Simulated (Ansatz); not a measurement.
## Where the states of NaH lie

```
CELL_PARAMETERS angstrom
3.97187 0.00000 0.00000
-1.98593 3.43974 0.00000
0.00000 0.00000 4.87405
ATOMIC_POSITIONS crystal
Na 0.33333 0.66667 0.93800
Na 0.66667 0.33333 0.43800
H 0.33333 0.66667 0.43800
H 0.66667 0.33333 0.93800
```

The structure comes from a relaxation in the same program, started in the wurtzite type, and has space group P6_3/mmc. Whether it is a known phase or the ground state wasn't checked. The relaxation left the symmetry of that type.

Level of theory: DFT, PBE, all-electron LAPW, scalar-relativistic (Ansatz 0.2.0).

Settings: a Γ-centred 14×14×8 k mesh, Fermi–Dirac smearing of 0.03 eV, basis error target 1 meV/atom, no spin polarisation.

States per eV and cell, averaged over 0.6 eV, from -3.5 to 4.7 eV, with energies (bin centres) from the valence-band top; empty bins are left out. The partial columns, the largest 2 alone, are projections on Löwdin-orthogonalised atomic shells (those that the program's projection atoms carry: the occupied ones and, for some elements, an empty d or f shell; other empty shells have no column), summed over atoms of an element. Weights on diffuse s and p shells depend on that basis and aren't pure angular character.

```json
{"E (eV)": "-3.3", "total": "0.09", "H 1s": "0.03", "Na 3s": "0.05"}
{"E (eV)": "-2.7", "total": "0.48", "H 1s": "0.22", "Na 3s": "0.25"}
{"E (eV)": "-2.1", "total": "0.83", "H 1s": "0.47", "Na 3s": "0.34"}
{"E (eV)": "-1.5", "total": "1.45", "H 1s": "1.03", "Na 3s": "0.40"}
{"E (eV)": "-0.9", "total": "2.00", "H 1s": "1.76", "Na 3s": "0.21"}
{"E (eV)": "-0.3", "total": "1.81", "H 1s": "1.70", "Na 3s": "0.08"}
{"E (eV)": "3.3", "total": "0.09", "H 1s": "0.00", "Na 3s": "0.01"}
{"E (eV)": "3.9", "total": "1.32", "H 1s": "0.09", "Na 3s": "0.75"}
{"E (eV)": "4.5", "total": "1.24", "H 1s": "0.13", "Na 3s": "0.75"}
```

(1) Which of the resolved shells contributes most in the top eV of the valence band?

Results:

(1) H 1s, with 92 % of all states there; Na 3s follows with 6 %.
